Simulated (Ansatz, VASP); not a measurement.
**Sn: VASP beside Ansatz**

```
Sn
1.0
    -1.89465    1.89465    1.89465
     1.89465   -1.89465    1.89465
     1.89465    1.89465   -1.89465
Sn
1
Direct
  0.00000 0.00000 0.00000
```

This isn't the form of Sn at room conditions, which is tetragonal (white tin).

Alike in both runs: task single point; functional LDA; k mesh 6 × 6 × 6; occupations gaussian, width 0.1 eV; no spin polarisation.

|  | VASP | Ansatz |
| --- | --- | --- |
| version | VASP 6.6.1 | Ansatz 0.2.0 |
| potentials or method | VASP PAW LDA potentials, release 64 (Sn_d) | scalar-relativistic, plane waves, PAW |
| plane-wave cutoff (eV) | 520 | 420 |
| valence electrons in the cell | 14 | 14 |

```tsv
	VASP	Ansatz	Ansatz less VASP
gap on the k mesh at the Fermi level (eV)	none	none	-
pressure (GPa)	-3.5	-3.5	0.00
```

A gap of «none» marks a metal or a gap that the smearing closes.

Caveats: the k mesh is coarse (spacing up to 0.39 Å⁻¹), so the values aren't converged.
